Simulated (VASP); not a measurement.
## VASP 6.6.1 run: ZnSe

INCAR

```
LCHARG = .FALSE.
IBRION = -1
NELMDL = -8
NSW = 0
ISMEAR = -1
LWAVE = .FALSE.
LREAL = .FALSE.
SIGMA = 0.02
GGA = PE
PREC = Accurate
ENCUT = 520
EDIFF = 1E-7
NBANDS = 16
NELM = 120
ISIF = 2
LASPH = .TRUE.
```

KPOINTS

```
KPOINTS created by Atomic Simulation Environment
0
Gamma
8 8 8
0 0 0
```

POSCAR

```
Zn Se
 1.0000000000000000
     0.0000000000000000    2.9457175117999999    2.6936900735000000
     2.9457175117999999    0.0000000000000000    2.6936900735000000
     2.9457175117999999    2.9457175117999999    0.0000000000000000
 Zn  Se
   1   1
Cartesian
  0.0000000000000000  0.0000000000000000  0.0000000000000000
  1.4728587558999999  1.4728587558999999  1.3468450367500002
```

The recommended PBE PAW datasets give the neutral cell 18 valence electrons.

Command

```
mpirun -np 1 vasp_std
```

OSZICAR

```
N       E                     dE             d eps       ncg     rms          rms(c)
DAV:   1     0.849719889276E+02    0.84972E+02   -0.86511E+03  1888   0.127E+03
DAV:   2    -0.860474055210E+00   -0.85832E+02   -0.80411E+02  2152   0.248E+02
DAV:   3    -0.625778640397E+01   -0.53973E+01   -0.53766E+01  2280   0.606E+01
DAV:   4    -0.630145344718E+01   -0.43667E-01   -0.43663E-01  2328   0.583E+00
DAV:   5    -0.630166333735E+01   -0.20989E-03   -0.20989E-03  2392   0.365E-01
DAV:   6    -0.630166518069E+01   -0.18433E-05   -0.18433E-05  2376   0.348E-02
DAV:   7    -0.630166520105E+01   -0.20365E-07   -0.20386E-07  2360   0.334E-03
DAV:   8    -0.630166520137E+01   -0.31696E-09   -0.29353E-09  1936   0.418E-04    0.450E+00
DAV:   9    -0.602644345227E+01    0.27522E+00   -0.53875E-01  2688   0.234E+01    0.346E+00
DAV:  10    -0.600762374262E+01    0.18820E-01   -0.15227E-01  2176   0.345E+00    0.148E+00
DAV:  11    -0.600738341235E+01    0.24033E-03   -0.43309E-03  2528   0.634E-01    0.442E-01
DAV:  12    -0.600762046717E+01   -0.23705E-03   -0.10883E-03  2232   0.251E-01    0.676E-02
DAV:  13    -0.600771677247E+01   -0.96305E-04   -0.15611E-04  2408   0.984E-02    0.180E-02
DAV:  14    -0.600771826382E+01   -0.14913E-05   -0.27545E-05  2128   0.406E-02    0.475E-03
DAV:  15    -0.600771932302E+01   -0.10592E-05   -0.34222E-06  2432   0.117E-02    0.311E-03
DAV:  16    -0.600771941046E+01   -0.87438E-07   -0.57987E-07  2248   0.593E-03
   1 F= -.60077194E+01 E0= -.60077194E+01  d E =-.177942E-10
```

Standard output (part)

```
POSCAR found type information on POSCAR ZnSe
 POSCAR found :  2 types and       2 ions
 LDA part: xc-table for (Slater+PW92), standard interpolation
 POSCAR, INCAR and KPOINTS ok, starting setup
 WAVECAR not read
 entering main loop
```

From OUTCAR

```
k-points           NKPTS =     59   k-points in BZ     NKDIM =     59   number of bands    NBANDS=     16

   NELECT =      18.0000    total number of electrons

   dimension x,y,z NGX =    30 NGY =   30 NGZ =   32
   dimension x,y,z NGXF=    60 NGYF=   60 NGZF=   64

  energy-cutoff  :      520.00
  volume of cell :       46.75
      direct lattice vectors                 reciprocal lattice vectors
     0.000000000  2.945717512  2.693690074    -0.169737932  0.169737932  0.185618979
     2.945717512  0.000000000  2.693690074     0.169737932 -0.169737932  0.185618979
     2.945717512  2.945717512  0.000000000     0.169737932  0.169737932 -0.185618979

 k-points in reciprocal lattice and weights: KPOINTS created by Atomic Simulation Env
   0.00000000  0.00000000  0.00000000       0.002
   0.12500000 -0.00000000  0.00000000       0.016
   0.25000000 -0.00000000  0.00000000       0.016
   0.37500000 -0.00000000  0.00000000       0.016
   0.50000000 -0.00000000  0.00000000       0.008
   0.12500000  0.12500000  0.00000000       0.004
   0.25000000  0.12500000  0.00000000       0.016
   0.37500000  0.12500000  0.00000000       0.016
   ...

 E-fermi :   1.9216

 k-point     1 :       0.0000    0.0000    0.0000
  band No.  band energies     occupation
      1     -11.6902      2.00000
      2      -5.0703      2.00000
      3      -5.0703      2.00000
      4      -5.0361      2.00000
      5      -4.7279      2.00000
      6      -4.7168      2.00000
      7       1.2891      2.00000
      8       1.2891      2.00000
      9       1.5566      2.00000
     10       2.5357      0.00000
     11       7.2162      0.00000
     12       7.2598      0.00000
     13       7.2598      0.00000
     14      11.2132      0.00000
     15      12.0336      0.00000
     16      13.2537      0.00000

 k-point     2 :       0.1250   -0.0000    0.0000
  band No.  band energies     occupation
      1     -11.5941      2.00000
      2      -5.0607      2.00000
      3      -5.0571      2.00000
      4      -5.0228      2.00000
      5      -4.7272      2.00000
      6      -4.7194      2.00000
      7       0.0698      2.00000
      8       1.1210      2.00000
      9       1.3551      2.00000
     10       3.5430      0.00000
     11       7.0500      0.00000
     12       7.4676      0.00000
     13       7.5784      0.00000
     14      11.5032      0.00000
     15      11.8988      0.00000
     16      12.4635      0.00000

 k-point     3 :       0.2500   -0.0000    0.0000
  band No.  band energies     occupation
      1     -11.3454      2.00000
      2      -5.0293      2.00000
      3      -5.0158      2.00000
      4      -4.9783      2.00000
      5      -4.7219      2.00000
      6      -4.7196      2.00000
      7      -1.5928      2.00000
      8       0.7619      2.00000
      9       1.0979      2.00000
     10       4.0348      0.00000
     11       7.5617      0.00000
     12       7.6709      0.00000
     13       8.3056      0.00000
     14      11.5442      0.00000
     15      11.6455      0.00000
     16      12.6737      0.00000

 ...

  Total       -0.1034344     -0.1034344      0.6485516      0.0000000      0.0000000      0.0000000
  in kB       -3.5449950     -3.5449950     22.2277412      0.0000000      0.0000000      0.0000000
  external PRESSURE =       5.0459171 kB  Pullay stress =       0.0000000 kB

 POSITION                                       TOTAL-FORCE (eV/Angst)
 -----------------------------------------------------------------------------------
      0.00000      0.00000      0.00000         0.000000      0.000000      0.000000
      1.47286      1.47286      1.34685        -0.000000     -0.000000     -0.000000
 -----------------------------------------------------------------------------------
    total drift:                                0.000005      0.000005      0.000010

  FREE ENERGIE OF THE ION-ELECTRON SYSTEM (eV)
  ---------------------------------------------------
  free  energy   TOTEN  =        -6.0077194105 eV

  energy  without entropy=       -6.0077194104  energy(sigma->0) =       -6.00771941
```

It converged. Results: gap between bands v and c on the k mesh 0.98 eV; least direct gap on the k mesh 0.98 eV; pressure 0.5 GPa. Band v is the last that the valence electrons fill when counted band by band, and c is the next.

For comparison, a separate PBE run of the intended cell, on usual settings and not on those above, gives a gap of 0.98 eV on its mesh and a pressure of 0.5 GPa.

The run above took about 50 s on one core of a shared host (Intel Xeon Platinum 8488C) and held 0.2 GiB at most.
